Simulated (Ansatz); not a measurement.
# Fm-3m: 5 crystals compared

All 5 crystals share space group Fm-3m (No. 225) and the same kinds of sites, 2 atoms in the primitive cell. They are database entries and needn't be the stable phases. The set is a selection: crystals with gaps under 0.25 eV or edges off the refined points were left out. Cells are relaxed by PAW under the functional.

Quantity: Kohn-Sham band edges (the gap between refined extrema, the direct gap on the fine mesh). Level: PBEsol, all-electron LAPW in Ansatz 0.2.0, scalar-relativistic.

| crystal | cell (conventional) | fine k mesh | smearing (eV) | gap (eV) | least direct gap (eV) | electron conductivity mass (mₑ) | ε∞ without local fields (PAW) |
| --- | --- | --- | --- | --- | --- | --- | --- |
| BaO | a = 5.490 Å | 12×12×12 | none | 1.84 | 1.84 | 0.494 | 4.52 |
| MgS | a = 5.182 Å | 14×14×14 | none | 2.73 | 3.69 | 0.341 | 6.08 |
| CaS | a = 5.634 Å | 12×12×12 | none | 2.16 | 3.00 | 0.397 | 5.72 |
| BaS | a = 6.333 Å | 12×12×12 | none | 2.04 | 2.13 | 0.425 | 5.50 |
| TePb | a = 6.443 Å | 10×10×10 | none | ? | ? | ? | ? |

Q: What did the calculation give for TePb?

A: gap = 0.64 eV, least direct gap = 0.64 eV, electron conductivity mass = 0.123 mₑ, ε∞ without local fields (PAW) = 31.68.

Known limits: no spin-orbit coupling on heavy atoms (BaO, BaS, TePb); semilocal gaps are low, and light masses and ε∞ follow the gap (BaO, MgS, CaS, BaS); two errors of opposite sign act on the gap: semilocal levels put it low, and leaving out spin-orbit coupling puts it high by tenths of an eV (TePb).
